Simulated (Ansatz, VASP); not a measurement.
## Si (Si (Fd-3m)): VASP beside Ansatz

Wanted: the spread between two codes on one cell, functional and k mesh. The cell is taken from a series of runs on this material, whose earlier steps may have relaxed, scaled, displaced or heated it; both programs get it as it stands.

Calculated with Ansatz 0.2.0; plane waves, with VASP 6.6.1 beside it; single point at r2SCAN.

**1. Set-up**

The cell holds 216 atoms: 216 Si. Its edges and angles: a = 16.333 Å, b = 16.333 Å, c = 16.333 Å, α = 90.0°, β = 90.0°, γ = 90.0°.

**2. VASP: single point, r2SCAN**

A single point gives forces, pressure and levels at one fixed geometry, so differences don't come from the geometry; what else differs is listed under the comparison.

Lines of VASP's logs that name or quote its potential files are left out, and so is its time.

INCAR

```
SYSTEM = Si
PREC = Accurate
ENCUT = 440
EDIFF = 1E-06
NELM = 120
ISMEAR = -1
SIGMA = 0.01
LREAL = Auto
ALGO = Normal
METAGGA = R2SCAN
LASPH = .TRUE.
NBANDS = 583
LORBIT = 11
LWAVE = .FALSE.
LCHARG = .FALSE.
ISIF = 2
GGA_COMPAT = .FALSE.
EFERMI = MIDGAP
LMIXTAU = .TRUE.
```

POSCAR

```
Si
1.0
   16.3327386918      0.0000000000      0.0000000000
    0.0000000000     16.3327386918      0.0000000000
    0.0000000000      0.0000000000     16.3327386918
Si
216
Direct
    0.0000000000      0.0000000000      0.0000000000
    0.0000000000      0.1666666667      0.1666666667
    0.1666666667      0.0000000000      0.1666666667
    0.1666666667      0.1666666667      0.0000000000
    0.0833333333      0.0833333333      0.0833333333
    0.0833333333      0.2500000000      0.2500000000
    0.2500000000      0.0833333333      0.2500000000
    0.2500000000      0.2500000000      0.0833333333
    0.0000000000      0.0000000000      0.3333333333
    0.0000000000      0.1666666667      0.5000000000
    0.1666666667      0.0000000000      0.5000000000
    0.1666666667      0.1666666667      0.3333333333
    0.0833333333      0.0833333333      0.4166666667
    0.0833333333      0.2500000000      0.5833333333
    0.2500000000      0.0833333333      0.5833333333
    0.2500000000      0.2500000000      0.4166666667
    0.0000000000      0.0000000000      0.6666666667
    0.0000000000      0.1666666667      0.8333333333
    0.1666666667      0.0000000000      0.8333333333
    0.1666666667      0.1666666667      0.6666666667
    0.0833333333      0.0833333333      0.7500000000
    0.0833333333      0.2500000000      0.9166666667
    0.2500000000      0.0833333333      0.9166666667
    0.2500000000      0.2500000000      0.7500000000
    0.0000000000      0.3333333333      0.0000000000
    0.0000000000      0.5000000000      0.1666666667
    0.1666666667      0.3333333333      0.1666666667
    0.1666666667      0.5000000000      0.0000000000
    0.0833333333      0.4166666667      0.0833333333
    0.0833333333      0.5833333333      0.2500000000
[... 180 atom lines left out ...]
    0.8333333333      0.6666666667      0.8333333333
    0.8333333333      0.8333333333      0.6666666667
    0.7500000000      0.7500000000      0.7500000000
    0.7500000000      0.9166666667      0.9166666667
    0.9166666667      0.7500000000      0.9166666667
    0.9166666667      0.9166666667      0.7500000000
```

KPOINTS

```
Automatic mesh
0
Gamma
1 1 1
0 0 0
```

Potentials, in the order of the species: Si (PBE family, release 64).

Started as:

```console
export OMP_NUM_THREADS=4
mpirun -np 1 vasp_gam
```

The program printed:

```text
[banner, memory and clock lines left out]
running    1 mpi-ranks, on    1 nodes
[...]
Offloading initialized ...    1 GPUs detected
[...]
|                                                                             |
|               ----> ADVICE to this user running VASP <----                  |
|                                                                             |
|     You enforced a specific xc type in the INCAR file but a different       |
|     [... a line on the potential file left out ...]
|     I HOPE YOU KNOW WHAT YOU ARE DOING!                                     |
|                                                                             |

 LDA part: xc-table for (None), standard interpolation
 POSCAR, INCAR and KPOINTS ok, starting setup
[...]
entering main loop
       N       E                     dE             d eps       ncg     rms          rms(c)
DAV:   1     0.323793568685E+04    0.32379E+04   -0.35076E+05  1166   0.118E+03
DAV:   2    -0.147113952552E+04   -0.47091E+04   -0.43865E+04  1476   0.211E+02
DAV:   3    -0.200382361113E+04   -0.53268E+03   -0.51584E+03  1444   0.616E+01
DAV:   4    -0.201849871956E+04   -0.14675E+02   -0.14564E+02  1412   0.121E+01
[...]
DAV:  14    -0.189274932101E+04    0.16046E-04   -0.16400E-07   804   0.519E-04    0.198E-03
DAV:  15    -0.189274931936E+04    0.16487E-05   -0.38903E-08   748   0.235E-04    0.117E-03
DAV:  16    -0.189274931901E+04    0.35411E-06   -0.12929E-08   724   0.133E-04
   1 F= -.18927493E+04 E0= -.18927493E+04  d E =-.613401E-19
```

OUTCAR, selected parts (step 2):

```text
  FREE ENERGIE OF THE ION-ELECTRON SYSTEM (eV)
  ---------------------------------------------------
  free  energy   TOTEN  =     -1892.7493190060 eV

  energy  without entropy=    -1892.7493190060  energy(sigma->0) =    -1892.74931901
```

The run ends at a pressure of -0.14 GPa.

**3. Ansatz: single point, r2SCAN**

Ansatz runs on its default PAW (the set named soft_2) files.

The same cell, functional, mesh and smearing now go to Ansatz.

input.yaml

```yaml
crystal:
  lattice:
    - [16.3327386918, 0.0, 0.0]
    - [0.0, 16.3327386918, 0.0]
    - [0.0, 0.0, 16.3327386918]
  atoms:
    - { symbol: Si, position: [0.0, 0.0, 0.0] }
    - { symbol: Si, position: [0.0, 0.1666666667, 0.1666666667] }
    - { symbol: Si, position: [0.1666666667, 0.0, 0.1666666667] }
    - { symbol: Si, position: [0.1666666667, 0.1666666667, 0.0] }
    - { symbol: Si, position: [0.0833333333, 0.0833333333, 0.0833333333] }
    - { symbol: Si, position: [0.0833333333, 0.25, 0.25] }
    - { symbol: Si, position: [0.25, 0.0833333333, 0.25] }
    - { symbol: Si, position: [0.25, 0.25, 0.0833333333] }
    - { symbol: Si, position: [0.0, 0.0, 0.3333333333] }
    - { symbol: Si, position: [0.0, 0.1666666667, 0.5] }
    - { symbol: Si, position: [0.1666666667, 0.0, 0.5] }
    - { symbol: Si, position: [0.1666666667, 0.1666666667, 0.3333333333] }
    - { symbol: Si, position: [0.0833333333, 0.0833333333, 0.4166666667] }
    - { symbol: Si, position: [0.0833333333, 0.25, 0.5833333333] }
    - { symbol: Si, position: [0.25, 0.0833333333, 0.5833333333] }
    - { symbol: Si, position: [0.25, 0.25, 0.4166666667] }
    - { symbol: Si, position: [0.0, 0.0, 0.6666666667] }
    - { symbol: Si, position: [0.0, 0.1666666667, 0.8333333333] }
    - { symbol: Si, position: [0.1666666667, 0.0, 0.8333333333] }
    - { symbol: Si, position: [0.1666666667, 0.1666666667, 0.6666666667] }
    - { symbol: Si, position: [0.0833333333, 0.0833333333, 0.75] }
    - { symbol: Si, position: [0.0833333333, 0.25, 0.9166666667] }
    - { symbol: Si, position: [0.25, 0.0833333333, 0.9166666667] }
    - { symbol: Si, position: [0.25, 0.25, 0.75] }
    - { symbol: Si, position: [0.0, 0.3333333333, 0.0] }
    - { symbol: Si, position: [0.0, 0.5, 0.1666666667] }
    - { symbol: Si, position: [0.1666666667, 0.3333333333, 0.1666666667] }
    - { symbol: Si, position: [0.1666666667, 0.5, 0.0] }
    - { symbol: Si, position: [0.0833333333, 0.4166666667, 0.0833333333] }
    - { symbol: Si, position: [0.0833333333, 0.5833333333, 0.25] }
[... 180 atom lines left out ...]
    - { symbol: Si, position: [0.8333333333, 0.6666666667, 0.8333333333] }
    - { symbol: Si, position: [0.8333333333, 0.8333333333, 0.6666666667] }
    - { symbol: Si, position: [0.75, 0.75, 0.75] }
    - { symbol: Si, position: [0.75, 0.9166666667, 0.9166666667] }
    - { symbol: Si, position: [0.9166666667, 0.75, 0.9166666667] }
    - { symbol: Si, position: [0.9166666667, 0.9166666667, 0.75] }
basis:
  ecutwfc: 500
  xc_grid: 2
hamiltonian:
  xc: r2scan
kpoints:
  mp_grid: { grid: [1, 1, 1] }
scf:
  occupations: { method: fermi_dirac, width: 0.01 }
  max_iter: 80
```

Started as:

```console
ansatz run input.yaml --threads 12 --pin off --max-ram 56524MiB --backend cuda --events-out ev --progress --plain --runs-dir out
```

The program printed:

```text
Engine: ansatz 0.2.0, aarch64-unknown-linux-gnu
[...]
Pseudopotential: Si, paw, valence charge 4, recommended cutoff 500 eV (meta_gga), Si.paw.azcp
Functional definition: r2SCAN
[...]
Crystal: 216 atoms, lattice volume = 4356.894 Å³
Basis set: ecut = 500 eV, 110699 PW (Γ), exchange–correlation on 240×240×240 points (8 copies of the dense FFT grid, shifted against one another)
Bands: 648, of which v1, the nominal top of the filled ones, is band 432 counted from 1 (431 counted from 0)
[...]
Space group: Fd-3m (ITA 227), of the structure as read, at distance tolerance 1.6e-4 Å
k-points: 1
[...]
Functional: x = r2scan, c = r2scan; τ floored in thin density (d = 2e-4 eV/Å³)
[...]
SCF iter   2: F=—  HF=-138035.486450 eV  |F-HF|=—  |Δ(HF+E_count)|=    1.72e0  Δρ=2.26e-3  dr2=1.53e-1  dr2_τ=6.58e-4  ethr=3.77e-5  ⟨swp⟩=2.0  Hψ=1190  notcnv=0  defer=204
[...]
automatic band count: iteration 3 solves 500 bands in place of 648: the levels show a gap, and the empty bands left out lie too high to hold charge; the band table lists the bands solved (type scf.n_e [...]
[...]
SCF iter   5: F=—  HF=-138035.465942 eV  |F-HF|=—  |Δ(HF+E_count)|=   1.84e-4  Δρ=1.07e-5  dr2=2.56e-6  dr2_τ=4.01e-8  ethr=1.08e-8  ⟨swp⟩=2.0  Hψ=845  notcnv=0  defer=56
SCF iter   6: F=-138035.465944 eV  HF=-138035.465944 eV  |F-HF|=1.06e-7  |Δ(HF+E_count)|=   2.56e-6  Δρ=2.14e-6  dr2=1.05e-7  dr2_τ=1.97e-9  ethr=1.16e-10  ⟨swp⟩=3.0  Hψ=1168  notcnv=0
SCF 1 converged in 6 iterations: F = -138035.465944 eV  dr2 = 1.05e-7
[...]
SCF converged after 6 iterations
Free energy (F): -138035.465944 eV
[...]
Fermi energy:    6.535873 eV
--- Per-component energies (eV) ---
[...]
```

Reading the cycles: dr2 is the Hartree energy of the density residual (eV), the measure of convergence; HF is the Harris–Foulkes estimate of the energy, which meets the free energy F at convergence.

**4. Side by side**

Known differences besides the potentials themselves: VASP keeps PBE cores, Ansatz makes them for the functional; the cutoff is 500 eV in Ansatz and 440 eV in VASP (PREC = Accurate, projectors in real space). Total energies have different zeros and are not compared.

The two programs side by side:

| quantity | Ansatz | VASP | difference |
| --- | --- | --- | --- |
| gap on the k mesh (eV) | 0.916 | 0.931 | -0.015 |

A gap on the mesh is an upper bound, since the band edges may lie between its points.

**5. What came out**

```
difference in gap on the k mesh (single point, r2SCAN) : -0.015 eV
```

In words: The difference in gap on the k mesh is -0.015 eV (single point, r2SCAN), within the 0.08 eV picked in this series as the mark of a large difference. Such differences can come from data sets, numerical settings and the points named under the comparisons, not from the functional's error against experiment.

[Lines on the potential files, build, host, timing and source positions are cut from VASP's logs without a mark.]

[Logs are printed without paths, hosts, clocks, repeated set-up lines and the standing remarks that a program may print on its own settings, such as how far it seeks lower states.]

[Hosts, paths, dates, database ids (printed as entryN), source tags and the programs' standing remarks are cut or masked in the printed files.]
